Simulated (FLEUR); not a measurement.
# HgTe (Fm-3m) in FLEUR: a series of runs

The runs below take HgTe through density of states, band structure, with LDA, revPBE.

Everything below comes from runs of FLEUR MaX-R8.1 (patched build s14). Logs are shortened: lines on timing, memory, paths and dates and some standing lists are left out, and cuts for length are marked.

## 1. Starting point

It takes space group Fm-3m (No. 225, cubic). The conventional cell has a = 6.360 Å, b = 6.360 Å, c = 6.360 Å, α = 90.00°, β = 90.00°, γ = 90.00°. Around Hg (site symmetry m-3m) lie 6 Te at 3.18 Å. Te (site symmetry m-3m) has 6 Hg at 3.18 Å as nearest neighbours.

Measurements of this composition are mostly on another form, of space group No. 216.

## 2. Density of states, LDA (volume scaled by 1.25)

Input file inp.xml:

```xml
<?xml version="1.0" encoding="UTF-8" standalone="no"?>
<fleurInput fleurInputVersion="0.39">
   <comment>
      HgTe                                                                                                
   </comment>
   <calculationSetup>
      <cutoffs Kmax="4.0" Gmax="20.0" GmaxXC="20.0" numbands="0"/>
      <scfLoop itmax="60" minDistance="0.00001" maxIterBroyd="15" imix="Anderson" alpha="0.05" precondParam="0.0" spinf="2.0"/>
      <coreElectrons ctail="T" frcor="F" kcrel="0" coretail_lmax="0"/>
      <xcFunctional name="vwn" relativisticCorrections="F"/>
      <magnetism jspins="1"/>
      <soc l_soc="F" theta="0.0" phi="0.0" spav="F"/>
      <expertModes spex="0" secvar="F"/>
      <geometryOptimization l_f="F" forcealpha="1.0" forcemix="BFGS" epsdisp="0.00001" epsforce="0.00001"/>
      <ldaU l_linMix="F" mixParam="0.05" spinf="1.0"/>
   </calculationSetup>
   <cell>
      <bzIntegration valenceElectrons="42.0" mode="hist" fermiSmearingEnergy="0.00367493">
         <kPointListSelection listName="default-1"/>
         <!-- k-points included here -->
         <xi:include xmlns:xi="http://www.w3.org/2001/XInclude" href="kpts.xml"> </xi:include>
      </bzIntegration>
      <!-- symmetry operations included here -->
      <xi:include xmlns:xi="http://www.w3.org/2001/XInclude" href="sym.xml"> </xi:include>
      <bulkLattice scale="1.0">
[... 29 lines left out ...]
            <stateOccupation state="(5p3/2)" spinUp="1.333333" spinDown="1.333333"/>
         </electronConfig>
         <energyParameters s="5" p="5" d="5" f="4"/>
         <lo type="SCLO" l="1" n="4" eDeriv="0"/>
         <lo type="SCLO" l="1" n="4" eDeriv="1"/>
         <lo type="SCLO" l="2" n="4" eDeriv="0"/>
         <lo type="SCLO" l="2" n="4" eDeriv="1"/>
         <lo type="SCLO" l="0" n="5" eDeriv="2"/>
         <lo type="SCLO" l="3" n="4" eDeriv="2"/>
      </species>
   </atomSpecies>
   <atomGroups>
      <atomGroup species="Mercury (Hg)">
         <relPos label="                   1">.0000000000 .0000000000 .0000000000</relPos>
         <force calculate="T" relaxXYZ="TTT"/>
      </atomGroup>
      <atomGroup species="Tellurium (Te)">
         <relPos label="                   2">1.000/2.000 1.000/2.000 1.000/2.000</relPos>
         <force calculate="T" relaxXYZ="TTT"/>
      </atomGroup>
   </atomGroups>
   <output dos="F" band="F" slice="F">
      <checks vchk="F" cdinf="F"/>
      <bandDOS minEnergy="-.5*Htr" maxEnergy="0.5*Htr" sigma="0.015" storeEVData="T"/>
      <vacuumDOS vacdos="F" integ="F" star="F" nstars="0" locx1="0.0" locy1="0.0" locx2="0.0" locy2="0.0" nstm="0" tworkf="0.0"/>
      <unfoldingBand unfoldBand="F" supercellX="1" supercellY="1" supercellZ="1"/>
      <plotting iplot="0" polar="F">
         <plot TwoD="T" vec1="  1.0  0.0  0.0" vec2="  0.0  1.0  0.0" vec3="  0.0  0.0  1.0" zero="  0.0  0.0  0.0" file="plot"/>
      </plotting>
      <chargeDensitySlicing numkpt="0" minEigenval="0.0" maxEigenval="0.0" nnne="0" pallst="F"/>
      <specialOutput eonly="F"/>
      <magneticCircularDichroism mcd="F" energyLo="-10.0" energyUp="0.0"/>
   </output>
  <!-- We include the file relax.xml here to enable relaxations (see documentation) -->
  <xi:include xmlns:xi="http://www.w3.org/2001/XInclude" href="relax.xml"> <xi:fallback/> </xi:include>
</fleurInput>
```

Input file crystal.txt:

```
HgTe
&input cartesian=F /
0.0000000000  3.4255511572  3.4255511572
3.4255511572  0.0000000000  3.4255511572
3.4255511572  3.4255511572  0.0000000000
1.8897261246
1.0 1.0 1.0

2
80 0.0000000000  0.0000000000  0.0000000000
52 0.5000000000  0.5000000000  0.5000000000

&kpt div1=7 div2=7 div3=7 gamma=T /
```

Input file inp.xml (dos):

```
<?xml version="1.0" encoding="UTF-8" standalone="no"?>
<fleurInput fleurInputVersion="0.39">
   <comment>
      HgTe                                                                                                
   </comment>
   <calculationSetup>
      <cutoffs Kmax="4.0" Gmax="20.0" GmaxXC="20.0" numbands="0"/>
      <scfLoop itmax="60" minDistance="0.00001" maxIterBroyd="15" imix="Anderson" alpha="0.05" precondParam="0.0" spinf="2.0"/>
      <coreElectrons ctail="T" frcor="F" kcrel="0" coretail_lmax="0"/>
      <xcFunctional name="vwn" relativisticCorrections="F"/>
      <magnetism jspins="1"/>
      <soc l_soc="F" theta="0.0" phi="0.0" spav="F"/>
      <expertModes spex="0" secvar="F"/>
      <geometryOptimization l_f="F" forcealpha="1.0" forcemix="BFGS" epsdisp="0.00001" epsforce="0.00001"/>
      <ldaU l_linMix="F" mixParam="0.05" spinf="1.0"/>
   </calculationSetup>
   <cell>
      <bzIntegration valenceElectrons="42.0" mode="hist" fermiSmearingEnergy="0.00367493">
         <kPointListSelection listName="default-1"/>
         <!-- k-points included here -->
         <xi:include xmlns:xi="http://www.w3.org/2001/XInclude" href="kpts.xml"> </xi:include>
      </bzIntegration>
      <!-- symmetry operations included here -->
[... 30 lines left out ...]
            <stateOccupation state="(5p1/2)" spinUp="0.666667" spinDown="0.666667"/>
            <stateOccupation state="(5p3/2)" spinUp="1.333333" spinDown="1.333333"/>
         </electronConfig>
         <energyParameters s="5" p="5" d="5" f="4"/>
         <lo type="SCLO" l="1" n="4" eDeriv="0"/>
         <lo type="SCLO" l="1" n="4" eDeriv="1"/>
         <lo type="SCLO" l="2" n="4" eDeriv="0"/>
         <lo type="SCLO" l="2" n="4" eDeriv="1"/>
         <lo type="SCLO" l="0" n="5" eDeriv="2"/>
         <lo type="SCLO" l="3" n="4" eDeriv="2"/>
      </species>
   </atomSpecies>
   <atomGroups>
      <atomGroup species="Mercury (Hg)">
         <relPos label="                   1">.0000000000 .0000000000 .0000000000</relPos>
         <force calculate="T" relaxXYZ="TTT"/>
      </atomGroup>
      <atomGroup species="Tellurium (Te)">
         <relPos label="                   2">1.000/2.000 1.000/2.000 1.000/2.000</relPos>
         <force calculate="T" relaxXYZ="TTT"/>
      </atomGroup>
   </atomGroups>
   <output dos="T" band="F" slice="F">
      <checks vchk="F" cdinf="F"/>
      <bandDOS minEnergy="-0.8*Htr" maxEnergy="0.5*Htr" sigma="0.005" storeEVData="T"/>
      <vacuumDOS vacdos="F" integ="F" star="F" nstars="0" locx1="0.0" locy1="0.0" locx2="0.0" locy2="0.0" nstm="0" tworkf="0.0"/>
      <unfoldingBand unfoldBand="F" supercellX="1" supercellY="1" supercellZ="1"/>
      <plotting iplot="0" polar="F">
         <plot TwoD="T" vec1="  1.0  0.0  0.0" vec2="  0.0  1.0  0.0" vec3="  0.0  0.0  1.0" zero="  0.0  0.0  0.0" file="plot"/>
      </plotting>
      <chargeDensitySlicing numkpt="0" minEigenval="0.0" maxEigenval="0.0" nnne="0" pallst="F"/>
      <specialOutput eonly="F"/>
      <magneticCircularDichroism mcd="F" energyLo="-10.0" energyUp="0.0"/>
   </output>
  <!-- We include the file relax.xml here to enable relaxations (see documentation) -->
  <xi:include xmlns:xi="http://www.w3.org/2001/XInclude" href="relax.xml"> <xi:fallback/> </xi:include>
</fleurInput>
```

Potentials or basis: all-electron, FLAPW.

Run with:

```
inpgen -f crystal.txt -profile fast
# inp.xml edited to the form shown
fleur
# inp.xml edited to the form shown
fleur   # second run, on inp.xml (dos)
```

Output:

```text
Welcome to FLEUR        (www.flapw.de)
      MaX-Release 8.1          (www.max-centre.eu)

 ========== k-point set info ==========
 Selected k-point list: default-1
 k-point list type: mesh
 7 x 7 x 7
 Number of k points: 20

 ------------Calculation Setup---------------------------
 Number of OMP-threads    :            1
 Number of basis functions:          682
 Approximate size of matrices (H+S) per k-point:         0.007 GB
 --------------------------------------------------------
 Iteration:     1   Distance:       7.28703171 me/bohr^3
 Iteration:     2   Distance:       6.75482212 me/bohr^3
 Iteration:     3   Distance:       3.49503073 me/bohr^3
 Iteration:     4   Distance:       1.03170310 me/bohr^3
 Iteration:     5   Distance:       0.71229982 me/bohr^3
 Iteration:     6   Distance:       0.10692554 me/bohr^3
 Iteration:     7   Distance:       0.09806726 me/bohr^3
 Iteration:     8   Distance:       0.08559435 me/bohr^3
 Iteration:     9   Distance:       0.01132195 me/bohr^3
 Iteration:    10   Distance:       0.00854044 me/bohr^3
 Iteration:    11   Distance:       0.00069952 me/bohr^3
 Iteration:    12   Distance:       0.00007096 me/bohr^3
 Iteration:    13   Distance:       0.00006740 me/bohr^3
 Iteration:    14   Distance:       0.00001876 me/bohr^3
 Iteration:    15   Distance:       0.00000329 me/bohr^3

 ********************************************************************
 Run finished successfully
 Stop message:
   all done
 ********************************************************************
```

output (dos):

```text
Welcome to FLEUR        (www.flapw.de)
      MaX-Release 8.1          (www.max-centre.eu)

 ========== k-point set info ==========
 Selected k-point list: default-1
 k-point list type: mesh
 7 x 7 x 7
 Number of k points: 20

 ------------Calculation Setup---------------------------
 Number of OMP-threads    :            1
 Number of basis functions:          682
 Approximate size of matrices (H+S) per k-point:         0.007 GB
 --------------------------------------------------------
 Makedos:           1
 Local                          1          11
 Local                          2          11
 Local                          3          11
 Local                          4          11
 Local                          5          11
 Local                          6          11
 Local                          7          11
 Local                          8          11
 Local                          9          11
 Local                         10          11
 Local                         11          11
 Smooth:           1
 WriteDos:           1
Local.1               Total                INT                  Sym                  MT:1s                MT:1p                MT:1d                MT:1f                MT:2s                MT:2p                MT:2d                MT:2f
 done:Local.1

 Note: DOS data (together with different weights) is also stored in the banddos.hdf file.
       A convenient way of extracting and plotting the data from that file is by making use of the

 ********************************************************************
 Run finished successfully
 Stop message:
   Charge density postprocessing done.
 ********************************************************************
```

out.xml (last iteration):

```text
<iteration numberForCurrentRun="   15" overallNumber="   15">
         <energyParameters units="Htr">
            <atomicEP atomType="1" spin="1" branch="6s" branchLowest="-4.09" branchHighest="0.80" value="-0.0237150687"/>
            <atomicEP atomType="1" spin="1" branch="6p" branchLowest="-2.18" branchHighest="1.62" value="0.1957926985"/>
            <atomicEP atomType="1" spin="1" branch="5d" branchLowest="-12.53" branchHighest="0.01" value="-0.0858290514"/>
            <atomicEP atomType="1" spin="1" branch="5f" branchLowest="-3.28" branchHighest="1.99" value="0.5098085858"/>
            <loAtomicEP atomType="1" spin="1" branch="5s" branchLowest="-27.90" branchHighest="-4.09" value="-4.0922281808"/>
            <loAtomicEP atomType="1" spin="1" branch="5p" branchLowest="-20.86" branchHighest="-2.18" value="-2.1909348126"/>
            <loAtomicEP atomType="1" spin="1" branch="5p" branchLowest="-20.86" branchHighest="-2.18" value="-2.1909348126"/>
            <loAtomicEP atomType="1" spin="1" branch="5d" branchLowest="-12.53" branchHighest="0.01" value="-0.1128640761"/>
            <loAtomicEP atomType="1" spin="1" branch="5f" branchLowest="-3.28" branchHighest="1.99" value="0.5097911358"/>
            <atomicEP atomType="2" spin="1" branch="5s" branchLowest="-5.72" branchHighest="0.17" value="-0.2794818455"/>
            <atomicEP atomType="2" spin="1" branch="5p" branchLowest="-3.89" branchHighest="0.80" value="0.0349636148"/>
            <atomicEP atomType="2" spin="1" branch="5d" branchLowest="-1.22" branchHighest="1.90" value="0.2935444681"/>
            <atomicEP atomType="2" spin="1" branch="4f" branchLowest="-9.99" branchHighest="1.40" value="0.4527398113"/>
            <loAtomicEP atomType="2" spin="1" branch="4p" branchLowest="-29.19" branchHighest="-3.89" value="-3.8891979506"/>
            <loAtomicEP atomType="2" spin="1" branch="4p" branchLowest="-29.19" branchHighest="-3.89" value="-3.8891979506"/>
            <loAtomicEP atomType="2" spin="1" branch="4d" branchLowest="-20.27" branchHighest="-1.22" value="-1.2279599373"/>
            <loAtomicEP atomType="2" spin="1" branch="4d" branchLowest="-20.27" branchHighest="-1.22" value="-1.2279599373"/>
            <loAtomicEP atomType="2" spin="1" branch="5s" branchLowest="-5.72" branchHighest="0.17" value="-0.2794818455"/>
            <loAtomicEP atomType="2" spin="1" branch="4f" branchLowest="-9.99" branchHighest="1.40" value="0.4527339859"/>
         </energyParameters>
         <eigenvalues>
            <eigenvaluesAt spin="1" ikpt="1" k_x="0.00000000" k_y="0.00000000" k_z="0.00000000">
                      -4.0922230929       -3.8890922990       -3.8890922990       -3.8890922990       -2.1892847248
                      -2.1892847248       -2.1892847248       -1.2274818946       -1.2274818946       -1.2274818946
                      -1.2274196149       -1.2274196149       -0.2826143500       -0.1108797228       -0.1108797228
                      -0.1095574758       -0.1095574758       -0.1095574758        0.0260011032        0.0865167637
[... 42 lines left out ...]
         </valenceDensity>
         <coreStates atomType="     1" atomicNumber=" 80" spin="1" kinEnergy="  22409.3725567695" eigValSum=" -12093.9996130496" lostElectrons=" 0.000030">
            <state n="1" l="0" j="0.5" energy="-3049.3305549415" weight="1.0000000000"/>
            <state n="2" l="0" j="0.5" energy="-539.8518865223" weight="1.0000000000"/>
            <state n="2" l="1" j="0.5" energy="-518.0306081623" weight="1.0000000000"/>
            <state n="2" l="1" j="1.5" energy="-446.5139883710" weight="2.0000000000"/>
            <state n="3" l="0" j="0.5" energy="-127.8965355539" weight="1.0000000000"/>
            <state n="3" l="1" j="0.5" energy="-118.0620560537" weight="1.0000000000"/>
[... 8 lines left out ...]
            <state n="4" l="3" j="2.5" energy="-3.3707101026" weight="3.0000000000"/>
            <state n="4" l="3" j="3.5" energy="-3.2163603399" weight="4.0000000000"/>
         </coreStates>
         <coreStates atomType="     2" atomicNumber=" 52" spin="1" kinEnergy="   6881.1486187111" eigValSum="  -4093.4965860604" lostElectrons=" 0.000011">
            <state n="1" l="0" j="0.5" energy="-1159.9427735412" weight="1.0000000000"/>
            <state n="2" l="0" j="0.5" energy="-177.6096020525" weight="1.0000000000"/>
            <state n="2" l="1" j="0.5" energy="-166.4759538116" weight="1.0000000000"/>
            <state n="2" l="1" j="1.5" energy="-156.4019643368" weight="2.0000000000"/>
            <state n="3" l="0" j="0.5" energy="-35.0888011037" weight="1.0000000000"/>
            <state n="3" l="1" j="0.5" energy="-30.5032335072" weight="1.0000000000"/>
            <state n="3" l="1" j="1.5" energy="-28.6261367913" weight="2.0000000000"/>
            <state n="4" l="0" j="0.5" energy="-5.7193960302" weight="1.0000000000"/>
            <state n="3" l="2" j="1.5" energy="-20.5062693483" weight="2.0000000000"/>
            <state n="3" l="2" j="2.5" energy="-20.1132640102" weight="3.0000000000"/>
         </coreStates>
         <allElectronCharges>
            <spinDependentCharge spin="1" total="132.0000000" interstitial="3.7180905" mtSpheres="128.2819095"/>
            <totalCharge value="131.9999999973"/>
         </allElectronCharges>
         <totalEnergy                                    value="   -26442.3109187163" units="Htr">
            <sumOfEigenvalues                            value="   -16245.8466253056">
               <coreElectrons value="-16187.4961991100"/>
               <valenceElectrons value="-58.3504261956"/>
            </sumOfEigenvalues>
            <densityCoulombPotentialIntegral value="-45388.0308856357"/>
            <densityEffectivePotentialIntegral value="-46095.7524762219"/>
            <chargeDenXCDenIntegral value="-533.2532968467"/>
            <FockExchangeEnergyValence value="0.0000000000"/>
            <FockExchangeEnergyCore value="0.0000000000"/>
            <atomTypeDependentContributions atomType="1">
               <electronNucleiInteractionDifferentMTs value="24775.6317233659"/>
               <MadelungTerm value="-30.9085571102"/>
            </atomTypeDependentContributions>
            <atomTypeDependentContributions atomType="2">
               <electronNucleiInteractionDifferentMTs value="8234.1624479964"/>
               <MadelungTerm value="-24.2453014954"/>
            </atomTypeDependentContributions>
            <tkbTimesEntropy value="0.0022512870"/>
            <freeEnergy value="-26442.3131700033"/>
            <extrapolationTo0K value="-26442.3120443598"/>
         </totalEnergy>
         <densityConvergence units="me/bohr^3">
            <chargeDensity spin="1" distance="0.0000032946"/>
         </densityConvergence>
      </iteration>
```

Wall time 58 s (1 thread of AMD EPYC 7B13 (Zen 3), shared host); peak memory 0.11 GiB.

What came out:

- Free energy: -719531.9969 eV
- Band gap on the k mesh: none (metal or under the smearing width)
- Valence electrons inside the program's atomic spheres: Hg 18.40; Te 19.88 (radii Hg 2.66, Te 2.66 bohr)

States per cell in windows of 1 eV (zero at the Fermi level; states under -8 eV left out):
| from (eV) | total | MT:1d | INT | MT:2p | MT:1p | MT:1s | MT:2d |
| --- | --- | --- | --- | --- | --- | --- | --- |
| -8.0 | 0.00 | 0.00 | 0.00 | 0.00 | 0.00 | 0.00 | 0.00 |
| -7.0 | 0.27 | 0.24 | 0.02 | 0.00 | 0.00 | 0.00 | 0.00 |
| -6.0 | 9.73 | 8.99 | 0.64 | 0.05 | 0.00 | 0.01 | 0.00 |
| -5.0 | 0.06 | 0.00 | 0.03 | 0.01 | 0.00 | 0.02 | 0.00 |
| -4.0 | 1.72 | 0.05 | 0.76 | 0.26 | 0.01 | 0.61 | 0.01 |
| -3.0 | 0.33 | 0.00 | 0.15 | 0.07 | 0.01 | 0.08 | 0.00 |
| -2.0 | 1.38 | 0.03 | 0.66 | 0.59 | 0.07 | 0.03 | 0.00 |
| -1.0 | 2.62 | 0.08 | 1.05 | 1.34 | 0.08 | 0.06 | 0.01 |
| 0.0 | 1.13 | 0.03 | 0.38 | 0.49 | 0.02 | 0.19 | 0.01 |
| 1.0 | 0.75 | 0.01 | 0.23 | 0.29 | 0.01 | 0.18 | 0.00 |
| 2.0 | 0.04 | 0.00 | 0.02 | 0.01 | 0.00 | 0.00 | 0.00 |
| 3.0 | 0.64 | 0.00 | 0.43 | 0.04 | 0.11 | 0.01 | 0.02 |
| 4.0 | 1.39 | 0.01 | 0.87 | 0.08 | 0.32 | 0.01 | 0.06 |
| 5.0 | 2.88 | 0.04 | 1.76 | 0.36 | 0.50 | 0.03 | 0.16 |
| 6.0 | 1.31 | 0.02 | 0.75 | 0.24 | 0.24 | 0.01 | 0.05 |
| 7.0 | 1.09 | 0.04 | 0.74 | 0.07 | 0.15 | 0.01 | 0.07 |

Core levels (eV from the Fermi level):
```tsv
atom	levels
1 Hg	1s1/2 -82979.2, 2s1/2 -14692.8, 2p1/2 -14099.0, 2p3/2 -12152.9, 3s1/2 -3482.9, 3p1/2 -3215.3, 3p3/2 -2784.3, 4s1/2 -762.0, 3d3/2 -2340.5, 3d5/2 -2248.1, 4p1/2 -647.3, 4p3/2 -543.0, 4d3/2 -355.5, 4d5/2 -336.0, 4f5/2 -94.4, 4f7/2 -90.2
2 Te	1s1/2 -31566.3, 2s1/2 -4835.7, 2p1/2 -4532.7, 2p3/2 -4258.6, 3s1/2 -957.5, 3p1/2 -832.7, 3p3/2 -781.6, 4s1/2 -158.3, 3d3/2 -560.7, 3d5/2 -550.0
```

[end of part 1 of 2]
